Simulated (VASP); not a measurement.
Input of a VASP 6.6.1 run:

The input INCAR:

```
ALGO = Normal
EDIFF = 1E-6
ENCUT = 500
GGA = PE
GGA_COMPAT = F
ISIF = 2
ISMEAR = 0
LASPH = T
LCHARG = F
LREAL = F
LWAVE = F
NBANDS = 11
NELM = 120
PREC = Accurate
SIGMA = 0.01
```

File KPOINTS:

```
k-points
0
Gamma
  5 5 5
```

POSCAR

```
AlP
1.0
    0.0000000000      2.7255000000      2.7255000000
    2.7255000000      0.0000000000      2.7255000000
    2.7255000000      2.7255000000      0.0000000000
Al P
1 1
Direct
    0.0000000000      0.0000000000      0.0000000000
    0.2500000000      0.2500000000      0.2500000000
```

Potentials or basis: VASP PAW PBE potentials, release 64 (Al, P).

The run is started by

```bash
$ cat potpaw_PBE.64/Al/POTCAR potpaw_PBE.64/P/POTCAR > POTCAR
$ mpirun -np 1 vasp_std > vasp.out
```

Problem. What does it give for the pressure?

Solution. 2.8 GPa.

Problem. Estimate the band gap on the k mesh.

Solution. 1.81 eV, indirect (least direct gap 3.35 eV).

**Experimental background.**

A printed reference work, data compilation reports, for a bulk crystal of AlP at 4.2 K: band gap 2.505 eV (indirect).

Against the measured gap of AlP, 2.505 eV (indirect; 4.2 K; a printed reference work, data compilation), the calculated 1.81 eV is off by -0.70 eV. The value is that of PBE on a finite k mesh, which can miss the band edges, without temperature or zero-point motion. Semilocal functionals fall short of measured gaps as a rule.
